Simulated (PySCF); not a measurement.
# TePb (Fm-3m) in PySCF: convergence with k mesh

Aim: find how far k mesh must go before the results for TePb settle, at r2SCAN. This setting moves, with any that are tied to it; all else stays.

All numbers are computed with PySCF 2.14.0; they aren't measurements. Logs are shortened: lines on timing, memory, paths and dates and some standing lists are left out, and cuts for length are marked.

### Step 1. The crystal as given

The structure is cubic, space group Fm-3m (No. 225). The conventional cell has a = 6.462 Å, b = 6.462 Å, c = 6.462 Å, α = 90.00°, β = 90.00°, γ = 90.00°. Around Pb (site symmetry m-3m) lie 6 Te at 3.23 Å. Te (site symmetry m-3m) is surrounded by 6 Pb at 3.23 Å.

### Step 2. With k mesh 2 × 2 × 2

Contents of run.py:

```python
import json
import numpy as np
from pyscf.pbc import gto, scf, dft, df

cell = gto.Cell()
cell.a = '''
  0.0000000000    3.2310000000    3.2310000000
  3.2310000000    0.0000000000    3.2310000000
  3.2310000000    3.2310000000    0.0000000000'''
cell.atom = '''
Pb   0.0000000000    0.0000000000    0.0000000000
Te   3.2310000000    3.2310000000    3.2310000000'''
cell.unit = 'A'
cell.basis = {'Pb': 'DZVP-MOLOPT-SR-GTH-q4', 'Te': 'DZVP-MOLOPT-SR-GTH-q6'}
cell.pseudo = {'Pb': 'GTH-PBE-q4', 'Te': 'GTH-PBE-q6'}
cell.ke_cutoff = 58  # hartree
cell.exp_to_discard = 0.02
cell.precision = 1e-08
cell.space_group_symmetry = True
cell.symmorphic = False
cell.max_memory = 2940  # MB
cell.verbose = 4
cell.build()

res = {}
kpts = cell.make_kpts([2, 2, 2], space_group_symmetry=True, time_reversal_symmetry=True)
cell.space_group_symmetry = False  # the mesh holds the operations; no search on the supercells of the integral code
mf = dft.KRKS(cell, kpts, xc='r2scan')
mf = mf.multigrid_numint()
mf = mf.smearing(sigma=0.00183747, method='fermi')  # hartree
mf.conv_tol = 1e-07
mf.max_cycle = 60

mf.kernel()
res.update(converged=bool(mf.converged), e_tot=mf.e_tot, nelec=cell.nelectron, nao=cell.nao, mesh=list(map(int, cell.mesh)), a=cell.lattice_vectors().tolist(), coords=cell.atom_coords().tolist(),
           mo_energy=[np.real(x).tolist() for x in mf.mo_energy], mo_occ=[np.real(x).tolist() for x in mf.mo_occ])
res.update(e_free=mf.e_free, e_zero=mf.e_zero)
res.update(kpts=kpts.kpts_scaled_ibz.tolist(), weights=kpts.weights_ibz.tolist())
res['parts'] = {k: float(np.real(v)) for k, v in mf.scf_summary.items() if np.isscalar(v)}
json.dump(res, open('results.json', 'w'))
if not mf.converged:
    raise SystemExit('SCF not converged')

print('levels (eV)')
for i, kp in enumerate(res['kpts'][:40]):
    print('k %7.4f %7.4f %7.4f  ' % tuple(kp), ' '.join('%.3f' % (x * 27.211386) for x in res['mo_energy'][i][:10]))

mf = mf.to_khf()  # unfold to the whole mesh
kpts = mf.kpts
# Mulliken populations
dm, s = np.asarray(mf.make_rdm1()), np.asarray(mf.get_ovlp())
sites = cell.aoslice_by_atom()[:, 2:]
tot = np.einsum('kij,kji->i', dm, s).real / len(kpts)
res['mulliken'] = [cell.atom_charge(i) - tot[a0:a1].sum() for i, (a0, a1) in enumerate(sites)]
print('Mulliken charges', np.round(res['mulliken'], 5))
res['meta_lowdin'] = mf.mulliken_meta()[1].tolist()
res['done'] = True
json.dump(res, open('results.json', 'w'))
```

Potentials or basis: DZVP-MOLOPT-SR/GTH-PBE (potentials made for PBE).

Run with:

```sh
OMP_NUM_THREADS=2 python -u run.py > log
```

Run time: 29 s. Hardware: 2 threads of Arm Neoverse V1, shared host; peak memory 0.87 GiB.

It converged, with:

- Free energy: -318.1722 eV
- Band gap on the k mesh: 0.82 eV, direct
- Meta-löwdin charges: Pb +0.61; Te -0.61 e

### Step 3. With k mesh 3 × 3 × 3

run.py, as its differences from that of step 2:

```diff
@@ -25,3 +25,3 @@
 res = {}
-kpts = cell.make_kpts([2, 2, 2], space_group_symmetry=True, time_reversal_symmetry=True)
+kpts = cell.make_kpts([3, 3, 3], space_group_symmetry=True, time_reversal_symmetry=True)
 cell.space_group_symmetry = False  # the mesh holds the operations; no search on the supercells of the integral code
```

Potentials or basis: DZVP-MOLOPT-SR/GTH-PBE (potentials made for PBE).

Run with:

```sh
OMP_NUM_THREADS=2 python -u run.py > log
```

Run time: 55 s. Hardware: 2 threads of Arm Neoverse V1, shared host; peak memory 1.4 GiB.

It converged, with:

- Free energy: -319.9559 eV
- Meta-löwdin charges: Pb +0.20; Te -0.20 e

### Step 4. With k mesh 4 × 4 × 4

run.py, as its differences from that of step 3:

```diff
@@ -25,3 +25,3 @@
 res = {}
-kpts = cell.make_kpts([3, 3, 3], space_group_symmetry=True, time_reversal_symmetry=True)
+kpts = cell.make_kpts([4, 4, 4], space_group_symmetry=True, time_reversal_symmetry=True)
 cell.space_group_symmetry = False  # the mesh holds the operations; no search on the supercells of the integral code
```

Run with:

```sh
OMP_NUM_THREADS=2 python -u run.py > log
```

It took 2.2 min on 2 threads of Arm Neoverse V1, shared host; peak memory 2.8 GiB.

The run converged. Its results:

```
Free energy            : -319.8965 eV
Band gap on the k mesh : 0.88 eV, direct
Meta-löwdin charges    : Pb +0.23; Te -0.23 e
```

### Step 5. With k mesh 5 × 5 × 5

run.py, as its differences from that of step 4:

```diff
@@ -25,3 +25,3 @@
 res = {}
-kpts = cell.make_kpts([4, 4, 4], space_group_symmetry=True, time_reversal_symmetry=True)
+kpts = cell.make_kpts([5, 5, 5], space_group_symmetry=True, time_reversal_symmetry=True)
 cell.space_group_symmetry = False  # the mesh holds the operations; no search on the supercells of the integral code
```

Potentials or basis: DZVP-MOLOPT-SR/GTH-PBE (potentials made for PBE).

Run with:

```sh
OMP_NUM_THREADS=2 python -u run.py > log
```

The program printed:

```text
Discarded 0 diffused primitive functions, 0 contracted functions

PySCF version 2.14.0

[INPUT] verbose = 4
[INPUT] num. atoms = 2
[INPUT] num. electrons = 10
[INPUT] charge = 0
[INPUT] spin (= nelec alpha-beta = 2S) = 0
[INPUT] symmetry False subgroup None
[INPUT] Mole.unit = A
[INPUT] Symbol           X                Y                Z      unit          X                Y                Z       unit  Magmom
[INPUT]  1 Pb     0.000000000000   0.000000000000   0.000000000000 AA    0.000000000000   0.000000000000   0.000000000000 Bohr   0.0
[INPUT]  2 Te     3.231000000000   3.231000000000   3.231000000000 AA    6.105705108470   6.105705108470   6.105705108470 Bohr   0.0

nuclear repulsion = -11.9036213329118
number of shells = 6
number of NR pGTOs = 90
number of NR cGTOs = 26
basis = {'Pb': 'DZVP-MOLOPT-SR-GTH-q4', 'Te': 'DZVP-MOLOPT-SR-GTH-q6'}
ecp = {}
lattice vectors  a1 [0.000000000, 6.105705108, 6.105705108]
                 a2 [6.105705108, 0.000000000, 6.105705108]
                 a3 [6.105705108, 6.105705108, 0.000000000]
dimension = 3
low_dim_ft_type = None
Cell volume = 455.237
exp_to_discard = 0.02
rcut = 29.603194992174124 (nimgs = [5 5 5])
precision = 1e-08
pseudo = {'Pb': 'GTH-PBE-q4', 'Te': 'GTH-PBE-q6'}
ke_cutoff = 58
    = [31 31 31] mesh (29791 PWs)
[Cell] Point group symbol:  m-3m
time reversal: False
k-points in IBZ                         weights
  0:  0.000000,  0.000000,  0.000000    1/125
  1:  0.600000,  0.600000,  0.000000    6/125
  2:  0.600000,  0.600000,  0.600000    8/125
  3:  0.800000,  0.400000,  0.400000    12/125
  4:  0.800000,  0.600000,  0.400000    24/125
  5:  0.800000,  0.800000, -0.000000    6/125
  6:  0.800000,  0.800000,  0.200000    24/125
  7:  0.800000,  0.800000,  0.400000    24/125
  8:  0.800000,  0.800000,  0.600000    12/125
  9:  0.800000,  0.800000,  0.800000    8/125

******** <class 'pyscf.pbc.scf.smearing.SmearingKsymAdaptedKRKS'> ********
method = SmearingKsymAdaptedKRKS
initial guess = minao
damping factor = 0
level_shift factor = 0
DIIS = <class 'pyscf.scf.diis.CDIIS'>
diis_start_cycle = 1
diis_space = 8
diis_damp = 0
SCF conv_tol = 1e-07
SCF conv_tol_grad = None
SCF max_cycles = 60
direct_scf = True
direct_scf_tol = 1e-13

******** PBC SCF flags ********
N kpts (BZ) = 125
N kpts (IBZ) = 10
Exchange divergence treatment (exxdiv) = ewald
    madelung (= occupied orbital energy shift) = 0.07509144304650134
    Total energy shift due to Ewald probe charge = -1/2 * Nelec*madelung = -0.375457215233
DF object = <pyscf.pbc.df.fft.FFTDF object>
XC functionals = r2scan
small_rho_cutoff = 0
Uniform grid, mesh = [31 31 31]
Set gradient conv threshold to 0.000316228
nelec by numeric integration = 9.999999999999998
init E= -11.6217946453921
    sigma = 0.00183747  Optimized mu = 0.209301377838  entropy = 3.0308773698e-06
nelec by numeric integration = 9.999999999999996
    Total E(T) = -11.752690322745  Free energy = -11.7526903283141  E0 = -11.7526903255296
cycle= 1 E= -11.752690322745  delta_E= -0.131  |g|= 0.209  |ddm|= 6.98
    sigma = 0.00183747  Optimized mu = 0.208394715558  entropy = 2.02232756355e-05
nelec by numeric integration = 10.000000000000005
    Total E(T) = -11.7521332421682  Free energy = -11.7521332793279  E0 = -11.7521332607481
cycle= 2 E= -11.7521332421682  delta_E= 0.000557  |g|= 0.22  |ddm|= 1.58
    sigma = 0.00183747  Optimized mu = 0.204666934598  entropy = 4.05455078604e-06
nelec by numeric integration = 10.000000000000002
    Total E(T) = -11.7563487777061  Free energy = -11.7563487851562  E0 = -11.7563487814312
cycle= 3 E= -11.7563487777061  delta_E= -0.00422  |g|= 0.00975  |ddm|= 0.834
    sigma = 0.00183747  Optimized mu = 0.205035677125  entropy = 4.31064120925e-06
nelec by numeric integration = 10.000000000000005
    Total E(T) = -11.7563573464572  Free energy = -11.7563573543778  E0 = -11.7563573504175
cycle= 4 E= -11.7563573464572  delta_E= -8.57e-06  |g|= 0.000521  |ddm|= 0.0362
    sigma = 0.00183747  Optimized mu = 0.205022942939  entropy = 4.31828159264e-06
nelec by numeric integration = 10.000000000000005
    Total E(T) = -11.7563573674688  Free energy = -11.7563573754035  E0 = -11.7563573714362
cycle= 5 E= -11.7563573674688  delta_E= -2.1e-08  |g|= 1.66e-05  |ddm|= 0.00212
    sigma = 0.00183747  Optimized mu = 0.205022512871  entropy = 4.31754456608e-06
nelec by numeric integration = 10.000000000000004
    Total E(T) = -11.756357367468  Free energy = -11.7563573754013  E0 = -11.7563573714346
Extra cycle  E= -11.756357367468  delta_E= 8.51e-13  |g|= 1.57e-05  |ddm|= 0.000106
converged SCF energy = -11.756357367468
levels (eV)
k  0.0000  0.0000  0.0000   -7.580 -0.706 3.530 3.530 3.530 9.442 9.442 9.442 11.316 11.316
k  0.6000  0.6000  0.0000   -6.130 -2.592 0.897 2.110 2.110 8.758 10.716 10.716 11.051 15.447
k  0.6000  0.6000  0.6000   -6.333 -3.597 3.856 3.856 4.858 6.267 6.520 6.520 14.041 15.074
k  0.8000  0.4000  0.4000   -5.811 -3.137 0.472 2.317 2.521 9.204 9.504 10.335 11.767 16.443
k  0.8000  0.6000  0.4000   -5.876 -3.348 1.353 1.361 4.211 7.045 10.261 10.279 11.843 14.135
k  0.8000  0.8000 -0.0000   -7.125 -1.798 2.905 2.905 4.341 6.961 9.680 9.680 10.013 13.716
k  0.8000  0.8000  0.2000   -6.429 -2.967 2.592 2.755 3.126 8.151 8.717 8.823 10.602 16.159
k  0.8000  0.8000  0.4000   -5.945 -3.738 1.819 3.309 3.813 7.266 7.311 9.509 13.317 14.550
k  0.8000  0.8000  0.6000   -6.692 -2.761 2.200 4.065 4.838 6.452 6.614 9.768 12.392 12.709
k  0.8000  0.8000  0.8000   -7.232 -1.814 3.613 3.613 4.112 7.896 8.020 8.020 11.934 12.278
Mulliken charges [ 0.36809 -0.36809]
 ** Mulliken pop on meta-lowdin orthogonal AOs **
 ** Mulliken pop  **
pop of  0 Pb 6s           1.93844
pop of  0 Pb 7s           0.00237
pop of  0 Pb 6px          0.60163
pop of  0 Pb 6py          0.60163
pop of  0 Pb 6pz          0.60163
pop of  0 Pb 7px          0.00205
pop of  0 Pb 7py          0.00205
pop of  0 Pb 7pz          0.00205
pop of  0 Pb 6dxy         0.00517
pop of  0 Pb 6dyz         0.00517
pop of  0 Pb 6dz^2        0.00648
pop of  0 Pb 6dxz         0.00517
pop of  0 Pb 6dx2-y2      0.00648
pop of  1 Te 5s           1.83497
pop of  1 Te 6s           0.00056
pop of  1 Te 5px          1.45226
pop of  1 Te 5py          1.45226
pop of  1 Te 5pz          1.45226
pop of  1 Te 6px          0.00402
pop of  1 Te 6py          0.00402
pop of  1 Te 6pz          0.00402
pop of  1 Te 5dxy         0.00190
pop of  1 Te 5dyz         0.00190
pop of  1 Te 5dz^2        0.00480
pop of  1 Te 5dxz         0.00190
pop of  1 Te 5dx2-y2      0.00480
 ** Mulliken atomic charges  **
charge of    0Pb =      0.21968
charge of    1Te =     -0.21968
```

Wall time 4.6 min (2 threads of Arm Neoverse V1, shared host); peak memory 2.8 GiB.

What came out:

- Free energy: -319.9068 eV
- Meta-löwdin charges: Pb +0.22; Te -0.22 e

### Step 6. With k mesh 6 × 6 × 6

run.py, as its differences from that of step 5:

```diff
@@ -25,3 +25,3 @@
 res = {}
-kpts = cell.make_kpts([5, 5, 5], space_group_symmetry=True, time_reversal_symmetry=True)
+kpts = cell.make_kpts([6, 6, 6], space_group_symmetry=True, time_reversal_symmetry=True)
 cell.space_group_symmetry = False  # the mesh holds the operations; no search on the supercells of the integral code
```

Potentials or basis: DZVP-MOLOPT-SR/GTH-PBE (potentials made for PBE).

Run with:

```sh
OMP_NUM_THREADS=2 python -u run.py > log
```

Run time: 13 min. Hardware: 2 threads of Arm Neoverse V1, shared host.

The run was cut off at its time limit.

### Step 7. Result

```
   k mesh  energy less the tightest run, at zero smearing (meV/atom)  SCF cycles  CPU time (s)  peak memory (GiB)
2 × 2 × 2                                                     867.37           5            56               0.87
3 × 3 × 3                                                     -24.54           5           100                1.4
4 × 4 × 4                                                       5.13           5           250                2.8
5 × 5 × 5                                                       0.00           5           510                2.8
6 × 6 × 6                                      timed out after 750 s           -             -                  -
```

Not settled before the last step: the energy (to 1 meV/atom). Meshes of other sizes hit other points, so gaps and Fermi surfaces needn't settle smoothly. The tightest run that finished is the yardstick and may itself not be fully converged.

Caveats: meta-GGAs need a finer uniform grid than this; the basis of atomic orbitals isn't converged, which shifts pressures, moduli and gaps.
